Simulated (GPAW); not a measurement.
# AlPt (P2_13) in GPAW: a series of runs

The runs below take AlPt through single point, with PBEsol+U.

Everything below comes from runs of GPAW 26.7.0. Logs are shortened: lines on timing, memory, paths and dates and some standing lists are left out, and cuts for length are marked. The log counts tension as positive stress, the text compression.

### Step 1. Starting point

It takes space group P2_13 (No. 198, cubic). Conventional cell: a = 4.879 Å, b = 4.879 Å, c = 4.879 Å, α = 90.00°, β = 90.00°, γ = 90.00°. Pt (site symmetry 3) is surrounded by 7 Al at 2.60 to 2.63 Å. Al (site symmetry 3) is surrounded by 7 Pt at 2.60 to 2.63 Å.

The cell is a database's computed one.

### Step 2. Single point, PBEsol+U

Contents of run.py:

```python
from ase import Atoms
from ase.dft.bandgap import bandgap
from ase.io import write
from ase.units import GPa
from gpaw import GPAW, PW, setup_paths

setup_paths.insert(0, '.')

atoms = Atoms(['Pt', 'Pt', 'Pt', 'Pt', 'Al', 'Al', 'Al', 'Al'],
              cell=[[4.87893207, 0.0, 0.0],
                    [0.0, 4.87893207, 0.0],
                    [0.0, 0.0, 4.87893207]],
              scaled_positions=[[0.84493694, 0.65506306, 0.34493694],
                                [0.65506306, 0.34493694, 0.84493694],
                                [0.34493694, 0.84493694, 0.65506306],
                                [0.15506306, 0.15506306, 0.15506306],
                                [0.1559679, 0.3440321, 0.6559679],
                                [0.3440321, 0.6559679, 0.1559679],
                                [0.6559679, 0.1559679, 0.3440321],
                                [0.8440321, 0.8440321, 0.8440321]],
              pbc=True)

calc = GPAW(mode=PW(600),
            xc='PBEsol',
            kpts={'size': (5, 5, 5), 'gamma': True},
            occupations={'name': 'fermi-dirac', 'width': 0.05},
            setups={'Pt': ':d,4.0'},
            nbands=66,
            convergence={'density': 1e-05, 'energy': 1e-05},
            maxiter=150,
            txt='gpaw.txt')
atoms.calc = calc
energy = atoms.get_potential_energy()
forces = atoms.get_forces()
stress = atoms.get_stress()
calc.write('gs.gpw')
write('result.traj', atoms)
print(f'Energy: {energy:.6f} eV')
print('Forces (eV/A):')
print(forces.round(4))
print('Stress (GPa):', (stress / GPa).round(3))
print('Fermi level:', round(calc.get_fermi_level(), 4), 'eV')
print(f'Gap: {bandgap(calc)[0]:.4f} eV, direct: {bandgap(calc, direct=True)[0]:.4f} eV')
```

Potentials or basis: PAW data sets generated in the run's folder for this functional, pw.

The run is started by

```console
gpaw-setup -f PBEsol Al Pt
OMP_NUM_THREADS=1 python run.py
```

gpaw.txt:

```text
__  _  _
 | _ |_)|_||  |
 |__||  | ||/\| - 26.7.0

Input parameters:
  mode=PW(ecut=600.0),
  convergence={'density': 1e-05, 'energy': 1e-05},
  kpts=MonkhorstPack(size=(5, 5, 5), gamma=True),
  maxiter=150,
  nbands=66,
  occupations=Occupations(name='fermi-dirac', width=0.05),
  setups={'Pt': ':d,4.0'},
  xc=XC(name='PBEsol')

Diagonalizing LCAO Hamiltonian
Converting LCAO to pw mode
    .-----------.
   /|         Al|
  / |           |
 *  |   PtPt    |
 |  Al          |
 |  |        Pt |
 |  .--AlAl-----.
 | /           /
 |/Pt         /
 *-----------*

Atoms  # Å, Bohr magnetons
|   | symbol |        x |        y |        z |    initial magnetic moments |
|---|--------|----------|----------|----------|-----------------------------|
| 0 |     Pt | 4.122390 | 3.196008 | 1.682924 | ( 0.0000,  0.0000,  0.0000) |
| 1 |     Pt | 3.196008 | 1.682924 | 4.122390 | ( 0.0000,  0.0000,  0.0000) |
| 2 |     Pt | 1.682924 | 4.122390 | 3.196008 | ( 0.0000,  0.0000,  0.0000) |
| 3 |     Pt | 0.756542 | 0.756542 | 0.756542 | ( 0.0000,  0.0000,  0.0000) |
| 4 |     Al | 0.760957 | 1.678509 | 3.200423 | ( 0.0000,  0.0000,  0.0000) |
| 5 |     Al | 1.678509 | 3.200423 | 0.760957 | ( 0.0000,  0.0000,  0.0000) |
| 6 |     Al | 3.200423 | 0.760957 | 1.678509 | ( 0.0000,  0.0000,  0.0000) |
| 7 |     Al | 4.117975 | 4.117975 | 4.117975 | ( 0.0000,  0.0000,  0.0000) |

Unit cell  # Å
| periodic |        x |        y |        z |  lengths |    angles |
|----------|----------|----------|----------|----------|-----------|
|      yes | 4.878932 | 0.000000 | 0.000000 | 4.878932 | 90.000000 |
|      yes | 0.000000 | 4.878932 | 0.000000 | 4.878932 | 90.000000 |
|      yes | 0.000000 | 0.000000 | 4.878932 | 4.878932 | 90.000000 |

Number of symmetries: 3
Symmetry operations  # r_c * U_cc + t_c -> r_c
|   | kind |            matrix            |
|---|------|------------------------------|
| 0 |  E   |  1, 0, 0,  0, 1, 0,  0, 0, 1 |
| 1 |  C3  |  0, 1, 0,  0, 0, 1,  1, 0, 0 |
| 2 |  C3  |  0, 0, 1,  1, 0, 0,  0, 1, 0 |

BZ-sampling:
  Number of BZ points: 125
  Number of IBZ points: 23

  Monkhorst-Pack size: [5, 5, 5]
  Monkhorst-Pack shift: [0, 0, 0]

K-points  # in reciprocal-cell coordinates
|     |                                coordinates |     weight |
|-----|--------------------------------------------|------------|
|   0 | (  0.00000000,   0.00000000,   0.00000000) | 0.00800000 |
|   1 | (  0.20000000,   0.00000000,  -0.20000000) | 0.04800000 |
|   2 | (  0.20000000,   0.00000000,   0.00000000) | 0.04800000 |
|   3 | (  0.20000000,   0.20000000,  -0.20000000) | 0.04800000 |
|   4 | (  0.20000000,   0.20000000,   0.00000000) | 0.04800000 |
|   5 | (  0.20000000,   0.20000000,   0.20000000) | 0.01600000 |
|   6 | (  0.40000000,  -0.20000000,  -0.40000000) | 0.04800000 |
|   7 | (  0.40000000,  -0.20000000,  -0.20000000) | 0.04800000 |
|   8 | (  0.40000000,  -0.20000000,   0.00000000) | 0.04800000 |
|   9 | (  0.40000000,  -0.20000000,   0.20000000) | 0.04800000 |
| ... |                                            |            |
|  22 | (  0.40000000,   0.40000000,   0.40000000) | 0.01600000 |

Plane wave coefficients: 3887
Cutoff: 600.0 eV

Spin-components: 1 (collinear spins)
Bands:           66
Projectors:      44
Spin-degeneracy: 2
Datatype:        complex128

Parallelization:
  kpt:    1
  domain: 1
  band:   1

Density:
  Valence electrons: 76.0
  Components: 1
  Grid points: [28 28 28]
  Charge: 0.0  # |e|

Potential:
  Grid points: [28 28 28]

species:
  Pt:
    name:    Platinum
    Z:       78.0
    valence: 16
    core:    62
    charge:  0.0  # [|e|]
    Hubbard: {U: 4.0,  # eV
              l: 2,
              scale: True}
    compensation charges:
      type: gauss
      rc: 0.41  # [Å]
      lmax: 2
    cutoffs:
      filter: 2.26  # [Å]
      core: 2.26  # [Å]
    projectors
    | kind |    occ | energy [eV] | rcut [Å] |
    |------|--------|-------------|----------|
    |   6s |  1.000 |      -5.666 |    1.307 |
    |   5p |  6.000 |     -56.073 |    1.371 |
    |   6p |  0.000 |      -0.783 |    1.371 |
    |   5d |  9.000 |      -6.179 |    1.307 |
    |    s |        |      21.545 |    1.307 |
    |    d |        |      21.032 |    1.307 |

    Using partial waves for Pt as LCAO basis

  Al:
    name:    Aluminium
    Z:       13.0
    valence: 3
    core:    10
    charge:  0.0  # [|e|]
    compensation charges:
      type: gauss
      rc: 0.34  # [Å]
      lmax: 2
    cutoffs:
      filter: 1.91  # [Å]
      core: 2.36  # [Å]
    projectors
    | kind |    occ | energy [eV] | rcut [Å] |
    |------|--------|-------------|----------|
    |   3s |  2.000 |      -7.715 |    1.085 |
    |   3p |  1.000 |      -2.689 |    1.085 |
    |    s |        |      19.497 |    1.085 |
    |    p |        |      24.522 |    1.085 |
    |    d |        |       0.000 |    1.085 |

    Using partial waves for Al as LCAO basis

Reference energy: -2027302.874912  # eV

eigensolver:
  PPCG
  Converge bands: occupied
  niter=2

density mixing:
  MSR1-Mixer
  Pratt-step length: 0.05
  Maximum mixing coefficient: 0.75
  Old densities: 10
  SVD Regularization: 0.005
  Good broyden scale: 1.0
  Trust region scale: 1.0
  Backstep threshold: 4.0
  History deletion threshold: 6.0
  Fourier metric: weight=20.0, sigma=0.015

occupation numbers:
  Fermi-Dirac:
    width: 0.0500  # eV

poisson solver:
  ecut: 4800.0  # eV

xc functional:
  name: PBEsol with 2 nearest neighbor stencil

convergence criteria:
- Maximum integral of absolute [dens]ity change: 1e-05 electrons / valence electron
- Maximum [total energy] change in last 3 cyles: 1e-05 eV / valence electron
- Maximum integral of absolute [eigenst]ate change: 4e-08 eV^2 / valence electron
maximum number of iterations: 150

SCF iterations
|iter     | |      energy | eigst |  dens |
|---------|-|-------------|-------|-------|
|iter:   1| |  -47.848120 | +0.46 |       |
|iter:   2| |  -47.906015 | -1.66 | -1.25 |
|iter:   3| |  -51.589523 | -0.91 | -1.26 |
|iter:   4| |  -47.358346 | -1.45 | -1.06 |
|iter:   5| |  -47.228314 | -2.51 | -1.77 |
|iter:   6| |  -47.231345 | -3.45 | -2.56 |
|iter:   7| |  -47.232242 | -4.22 | -3.03 |
|iter:   8| |  -47.232224 | -5.27 | -3.53 |
|iter:   9| |  -47.232286c| -5.82 | -3.98 |
|iter:  10| |  -47.232297c| -6.31 | -4.21 |
|iter:  11| |  -47.232298c| -7.07 | -4.61 |
|iter:  12| |  -47.232298c| -7.76c| -5.42c|

Converged in 12 steps
Energy contributions relative to reference atoms: (reference = -2027302.874912)

Energy contributions:
  Kinetic:          65.019683
  Coulomb:         -54.296824
  Zero:             -3.453954
  External:          0.000000
  Xc:              -54.492897
  Entropy:          -0.016612
  Spinorbit:         0.000000
  ----------------------------
  Free energy:     -47.240604
  Extrapolated:    -47.232298

dipole moment: (0.000000, 0.000000, 0.000000)  # |e|*Ang

Fermi level: 9.982
Eigenvalues  # (at kpt = [0.000, 0.000, 0.000])
| band index |      eig [eV] | occ [0-2] |
|------------|---------------|-----------|
|          0 |       -41.578 |     2.000 |
|        ... |               |           |
|         31 |         7.233 |     2.000 |
|         32 |         7.233 |     2.000 |
|         33 |         8.074 |     2.000 |
|         34 |         8.074 |     2.000 |
|         35 |         8.074 |     2.000 |
|         36 |         9.531 |     2.000 |
|         37 |         9.531 |     2.000 |
|         38 |         9.531 |     2.000 |
|         39 |        14.175 |     0.000 |
|         40 |        14.175 |     0.000 |
|         41 |        14.175 |     0.000 |
|         42 |        14.347 |     0.000 |
|         43 |        14.347 |     0.000 |
|         44 |        14.813 |     0.000 |
|         45 |        15.161 |     0.000 |
|         46 |        15.161 |     0.000 |
|        ... |               |           |
|         65 |        27.558 |     0.000 |

No gap
No difference between direct/indirect transitions

Forces  # eV/Ang
|        x |        y |        z |
|----------|----------|----------|
|  0.04008 | -0.04017 |  0.04012 |  # Pt   0
| -0.04017 |  0.04012 |  0.04008 |  # Pt   1
|  0.04012 |  0.04008 | -0.04017 |  # Pt   2
| -0.04004 | -0.04004 | -0.04004 |  # Pt   3
|  0.03061 | -0.03058 |  0.03057 |  # Al   4
| -0.03058 |  0.03057 |  0.03061 |  # Al   5
|  0.03057 |  0.03061 | -0.03058 |  # Al   6
| -0.03059 | -0.03059 | -0.03059 |  # Al   7

Stress tensor  # eV/Ang^3
|        x |        y |        z |
|----------|----------|----------|
| 0.024956 | 0.000000 | 0.000000 |
| 0.000000 | 0.024956 | 0.000000 |
| 0.000000 | 0.000000 | 0.024956 |

# Writing to gs.gpw (mode='')
```

stdout:

```text
Energy: -47.232298 eV
Forces (eV/A):
[[ 0.0401 -0.0402  0.0401]
 [-0.0402  0.0401  0.0401]
 [ 0.0401  0.0401 -0.0402]
 [-0.04   -0.04   -0.04  ]
 [ 0.0306 -0.0306  0.0306]
 [-0.0306  0.0306  0.0306]
 [ 0.0306  0.0306 -0.0306]
 [-0.0306 -0.0306 -0.0306]]
Stress (GPa): [3.998 3.998 3.998 0.    0.    0.   ]
Fermi level: 9.9823 eV
Gap: 0.0000 eV, direct: 0.0000 eV
```

It took 2 min on 1 thread of Arm Neoverse V2, shared host; peak memory 0.3 GiB.

Results:

```yaml
Free_energy: -47.2406 eV
Pressure: -4.0 GPa
Largest_force: 0.069 eV/Å
Band_gap_on_the_k_mesh: none (metal or under the smearing width)
```

Forces on the atoms (eV/Å):
```
Pt   0.040 -0.040  0.040
Pt  -0.040  0.040  0.040
Pt   0.040  0.040 -0.040
Pt  -0.040 -0.040 -0.040
Al   0.031 -0.031  0.031
Al  -0.031  0.031  0.031
Al   0.031  0.031 -0.031
Al  -0.031 -0.031 -0.031
```

Caveat: U without spin polarisation on a metal has little footing; the U is typed as a test and isn't derived for this compound. The run has no spin-orbit coupling, so splittings on Pt are missing.

### Step 3. Single point, PBEsol+U

Changes to run.py since step 2:

```diff
@@ -3,4 +3,5 @@
 from ase.io import write
-from ase.units import GPa
+from ase.units import Bohr, GPa
 from gpaw import GPAW, PW, setup_paths
+from gpaw.elf import elf_from_dft_calculation
 
@@ -26,3 +27,3 @@
             occupations={'name': 'fermi-dirac', 'width': 0.05},
-            setups={'Pt': ':d,4.0'},
+            setups={'Pt': ':d,5.0'},
             nbands=66,
@@ -43 +44,6 @@
 print(f'Gap: {bandgap(calc)[0]:.4f} eV, direct: {bandgap(calc, direct=True)[0]:.4f} eV')
+
+# fields on the real-space grid
+write('density.cube', atoms, data=calc.get_pseudo_density() * Bohr**3)
+write('potential.cube', atoms, data=calc.get_electrostatic_potential())
+write('elf.cube', atoms, data=elf_from_dft_calculation(calc).data)
```

Potentials or basis: PAW data sets generated in the run's folder for this functional, pw.

The run is started by

```console
gpaw-setup -f PBEsol Al Pt
OMP_NUM_THREADS=1 python run.py
```

It took 2 min on 1 thread of Arm Neoverse V2, shared host; peak memory 0.3 GiB.

The run converged. Its results:

```yaml
Free_energy: -45.9406 eV
Pressure: -4.8 GPa
Largest_force: 0.068 eV/Å
Band_gap_on_the_k_mesh: none (metal or under the smearing width)
```

Forces in eV/Å, atoms in the order of the input:
```
Pt   0.038 -0.038  0.038
Pt  -0.038  0.038  0.038
Pt   0.038  0.038 -0.038
Pt  -0.038 -0.038 -0.038
Al   0.039 -0.039  0.039
Al  -0.039  0.039  0.039
Al   0.039  0.039 -0.039
Al  -0.039 -0.039 -0.039
```

Levels at points of the mesh, in eV from the Fermi level:
| k point | band 35 | band 36 | band 37 | band 38 | band 39 | band 40 | band 41 | band 42 |
| --- | --- | --- | --- | --- | --- | --- | --- | --- |
| (0.00, 0.00, 0.00) | -1.95 | -1.95 | -0.53 | -0.53 | -0.53 | 4.16 | 4.16 | 4.16 |

Caveat: U without spin polarisation on a metal has little footing; the U is typed as a test and isn't derived for this compound. Spin-orbit coupling is left out, which matters for the levels of Pt.
